## Bond bending and polar forces break the mass rule in rutile

Seven of the fifteen internal vibrations of rutile TiO₂ break the rule that heavy atoms vibrate slowly and light atoms fast. Five lie far too low, at 87 to 140 cm⁻¹ (rows 4 to 8), and two too high, at 593 and 797 cm⁻¹ (rows 17 and 18). The low ones are motions that hardly stretch a Ti–O bond, or motions whose restoring force is largely cancelled by electric dipoles. The high ones stretch bonds directly, and the highest lengthens all six bonds of a titanium atom at once.

Phonon frequencies of rutile TiO₂ at q = (0, 0, 0), labelled q row 1, computed with GPAW 26.7.0 using the WC functional, PAW data sets and a 680 eV plane-wave cutoff. Finite displacements were made in the 6-atom cell, relaxed beforehand at an 800 eV cutoff, with a 5×5×8 k mesh and Fermi–Dirac smearing of 0.05 eV.

| row | phonon q row (row) | phonon frequency (cm⁻¹) |
| --- | --- | --- |
| 1 | 1 | 0.0 |
| 2 | 1 | 0.0 |
| 3 | 1 | 0.0 |
| 4 | 1 | 86.8 |
| 5 | 1 | 99.8 |
| 6 | 1 | 112.4 |
| 7 | 1 | 112.4 |
| 8 | 1 | 140.4 |
| 9 | 1 | 369.0 |
| 10 | 1 | 369.0 |
| 11 | 1 | 378.9 |
| 12 | 1 | 414.2 |
| 13 | 1 | 448.1 |
| 14 | 1 | 448.1 |
| 15 | 1 | 478.6 |
| 16 | 1 | 478.6 |
| 17 | 1 | 592.7 |
| 18 | 1 | 797.1 |

The phonon frequency is given as a wavenumber, and every row belongs to motions that are the same in each unit cell. Rows 1 to 3 are shifts of the whole crystal, which cost no energy. The other rows contain four pairs of equal frequency, as the square symmetry of rutile requires: each motion of such a pair has a twin that is the same motion after a quarter turn about the fourfold screw axis, combined with a shift of half a cell along it. Between rows 8 and 9 lies an empty gap of 229 cm⁻¹.

### What mass alone would give

The smooth model gives every atom the same stiffness k and lets the crystal shift freely as a whole. Its limiting cases are easy to picture. If only the titanium atoms move, one against the other, the squared frequency is k/M(Ti); if only oxygen atoms move, it is k/M(O), where M is the atomic mass. Motions of titanium against oxygen fall in between, so these two cases are a floor and a ceiling for all internal vibrations.

The scale comes from the sum S of the squared frequencies in the table, about 2.50 × 10⁶ cm⁻². The six atoms have eighteen directions of motion, six for titanium and twelve for oxygen, and the free shifts remove one sixth of the total. With rough masses of 48 and 16 this gives

S = k [5/M(Ti) + 10/M(O)] = [k/M(O)] × (5/3 + 10)

ceiling = √(2.50 × 10⁶ / 11.67) ≈ 463 cm⁻¹

floor = 463 / √3 ≈ 267 cm⁻¹

All fifteen vibrations entered this scale, so the model has the right average strength by construction. The test is the spread. Mass allows the highest frequency to be 1.73 times the lowest, whereas the calculation gives a factor of 9.2.

The five low modes reach only 0.32 to 0.53 of the floor. They are a third of the internal vibrations but hold 2.5 % of the summed squares. At the other end, row 17 exceeds the ceiling by 28 % and row 18 by 72 %. Rows 9 to 14 lie between the limits, and rows 15 and 16 pass the ceiling by about 3 %, too little to count as a break in so crude a model. The printed output compares each row with both limits.

### Same atoms, very different stiffness

Symmetry offers a cleaner test, because some vibrations of rutile move oxygen only. Each titanium atom sits at a centre of inversion. In vibrations that keep this inversion symmetry it must stay at rest, so the moving mass is that of oxygen and any difference in frequency is a difference in stiffness.

By the standard assignment, the highest mode of the table, called B2g, is of this kind, and so is one of the low single modes, called B1g. Frequencies alone do not tell whether B1g is row 4, 5 or 8. Even if it is row 8, the highest of the three, the stiffness ratio is (797.1/140.4)², or about 32. Mass has no part in this factor.

### Why some motions are soft

A bond resists a change of length much more than a sideways displacement of its end. Each oxygen in rutile has three titanium neighbours, and all four atoms lie in one plane. When the oxygen moves straight out of that plane, no Ti–O distance changes to first order. The bonds only bend.

B1g is built from such steps. The oxygen atoms move so that each TiO₆ octahedron turns about the c axis, the short axis of the cell, while its neighbours turn the other way. Because the octahedra turn almost as rigid bodies, the distances between their oxygen atoms also change little. For a unit shift of the oxygen atoms, the edge between the two kinds of oxygen in an octahedron changes by only 0.25.

A companion motion, A2g, shows that free bond lengths are not enough. It uses the same out-of-plane steps in another order, so that the octahedra are distorted instead of turned, and the same edge changes by 1.17. By the standard assignment it is row 11 or 12, at least 2.7 times as high as B1g. Oxygen ions that are pushed together repel each other, which is a likely source of the stiffness; resistance to changes of the O–Ti–O angles may add to it.

A second soft motion follows from the way rutile is built. The shorter Ti–O bonds join titanium and oxygen into ribbons along c, and the longer bonds link neighbouring ribbons at right angles to c. When the ribbons slide past each other along c, the shorter bonds travel with them and the longer ones are only tilted. This sliding is the natural picture for another of the low single modes, called B1u, in which heavy titanium takes part as well.

### Why a bond-stretching motion can also be soft

The third low single mode, A2u, needs a different explanation. In it the titanium atoms move along c against the oxygen atoms, and the slanted shorter bonds must change their length. Judged by its bonds alone, this mode should be stiff.

It is soft because the motion separates charge. Positive titanium moves one way and negative oxygen the other, so every cell acquires an electric dipole, and the dipoles of the other cells pull the ions further in the direction in which they already move. Titanium(IV) strengthens this effect: its empty d shell accepts electrons from an approaching oxygen, so charge flows along with the displacement. The short-range repulsion still wins, but only the small difference between two large forces is left to drive the vibration. The calculation gives only the total force, so this explanation rests on the general physics of polar oxides and not on a separation made here.

The low pair in rows 6 and 7 is polar too, with motion at right angles to c. Its symmetry also permits the out-of-plane steps of oxygen that leave the bond lengths free. Both causes can therefore lower it, and how they share the effect is an open question here.

A small difference between large forces is also hard to calculate. The pair lies at 112 cm⁻¹, while measurements at room temperature give a value more than half as high again. Thermal motion, which this static calculation leaves out, may account for part of the gap; the functional and the numerical settings may account for the rest, but neither has been varied. The low polar frequencies are therefore good evidence of softness and poor predictions of its exact degree.

The polar rows also describe only waves whose dipoles point across the direction of travel. When the dipoles point along it, an additional electric field stiffens the motion, and this splitting is left out of the calculation. Infrared or dielectric data must be compared with that in mind. Row 18 is not such a stiffened polar wave, since B2g creates no dipole.

### Why two motions are too stiff

In rows 17 and 18 the oxygen atoms move along their longer Ti–O bonds, so that bonds are stretched and not merely bent. The two modes, A1g and B2g, have the same moving mass and the same sum of squared changes in bond length. Independent bond springs would give them equal frequencies, yet the stiffness of B2g is 1.8 times that of A1g.

The difference lies in which bonds change together. In A1g the two longer bonds of a titanium atom lengthen while its four shorter ones contract, so a loss of bonding on one side can be partly repaid on the other. In B2g all six bonds of one octahedron lengthen while those of its neighbour contract. Nothing is repaid within either octahedron, and the edges between the two kinds of oxygen change strongly as well, by 1.17 per unit shift against 0.25 in A1g. Both differences favour a stiffer B2g, but their shares are not separated here.

### Reading a similar oxide

For a related oxide built of linked octahedra, the masses come last in the reasoning. The first question is whether a motion changes metal–oxygen distances; if it does not, the next is whether it squeezes oxygen atoms together. A motion that does neither is likely to be slow, even if only light atoms move. A polar motion needs a separate check, because dipole forces can soften it although its bonds are stretched.

A slow motion contributes more to the vibrational entropy than a fast one, since heat excites it more easily. An estimate from masses and one average stiffness has no internal vibration below 267 cm⁻¹, which is about two to three times the five low frequencies of the table, and so it understates what these modes add to the entropy. The real frequencies found here show that the crystal resists these distortions when all cells distort alike; patterns that alternate from cell to cell need a calculation of their own.

Printed output of the fit:

```
Optical modes, count: 15
Degenerate pairs among them, count: 4
Optical modes below the gap, count: 5
Width of the empty gap, 1/cm: 228.6
Highest over lowest optical frequency, ratio: 9.183
Largest ratio that mass alone allows: 1.732
Equal-stiffness floor (titanium only), 1/cm: 267.1
Equal-stiffness ceiling (oxygen only), 1/cm: 462.6
Share of the five low modes in the sum of squared frequencies, percent: 2.503
Stiffness ratio of row 18 to row 8 at equal moving mass: 32.23
Stiffness ratio of row 18 to row 17 at equal moving mass: 1.809
Two longer Ti-O bonds, angstrom: 1.979
Four shorter Ti-O bonds, angstrom: 1.947
O-O edge between the two kinds of oxygen, angstrom: 2.776
Change of this edge per unit oxygen shift in B1g and A1g: 0.2544
Change of this edge per unit oxygen shift in A2g and B2g: 1.171
Modes against the equal-stiffness limits:
  row  frequency  over_floor  over_ceiling
    1          0           0             0
    2          0           0             0
    3          0           0             0
    4       86.8       0.325        0.1876
    5       99.8      0.3737        0.2158
    6      112.4      0.4209         0.243
    7      112.4      0.4209         0.243
    8      140.4      0.5257        0.3035
    9        369       1.382        0.7977
   10        369       1.382        0.7977
   11      378.9       1.419        0.8191
   12      414.2       1.551        0.8954
   13      448.1       1.678        0.9687
   14      448.1       1.678        0.9687
   15      478.6       1.792         1.035
   16      478.6       1.792         1.035
   17      592.7       2.219         1.281
   18      797.1       2.985         1.723
```
